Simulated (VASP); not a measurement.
Input:

```
Sb2Te3
1.0
    4.32692     0.00000     0.00000
   -2.16346     3.74722     0.00000
    0.00000     0.00000    31.68385
Sb Te
6 9
Cartesian
  0.00000   2.49815   2.08058
  0.00000   2.49815   8.48072
  0.00000   0.00000  12.64186
  0.00000   0.00000  19.04200
  2.16346   1.24907  23.20313
  2.16346   1.24907  29.60327
  0.00000   0.00000   0.00000
  0.00000   0.00000   6.74866
  2.16346   1.24907   3.81261
  2.16346   1.24907  10.56127
  2.16346   1.24907  17.30994
  0.00000   2.49815  14.37392
  0.00000   2.49815  21.12258
  0.00000   2.49815  27.87124
  0.00000   0.00000  24.93519
```

Computed with PBE GGA, VASP's PBE PAW potentials (set 64) (plane waves; VASP 6.6.1). Numerical set-up: PREC = Normal, EDIFF = 1E-5, 400 eV cut-off, 8×8×1 Γ-centred mesh, Gaussian smearing of 0.050 eV, potentials Sb Te.

Without a dispersion term in the relaxation, distances and binding between the weakly bound layers, chains or molecules are unreliable, and so is what depends on them.

Problem. The ions are relaxed. Which structure does the run end with?

Solution. 
```
Sb2Te3
1.0
    4.32692     0.00000     0.00000
   -2.16346     3.74722     0.00000
    0.00000     0.00000    31.68385
Sb Te
6 9
Direct
  0.33333   0.66667   0.06295
  0.33333   0.66667   0.27038
  0.00000   0.00000   0.39629
  0.00000   0.00000   0.60371
  0.66667   0.33333   0.72962
  0.66667   0.33333   0.93705
  0.00000   0.00000   0.00000
  0.00000   0.00000   0.21642
  0.66667   0.33333   0.11691
  0.66667   0.33333   0.33333
  0.66667   0.33333   0.54975
  0.33333   0.66667   0.45025
  0.33333   0.66667   0.66667
  0.33333   0.66667   0.88309
  0.00000   0.00000   0.78358
```
Space group R-3m (166), at a tolerance of 0.03 Å.

Problem. How much energy does the relaxation gain?

Solution. The energy (σ→0) changes by -6.7 meV/atom, in 7 ionic steps.

The compound is Sb2Te3 in the tetradymite structure. This run relaxes the ions in a fixed cell. Symmetry was kept, so distortions that lower it aren't found.
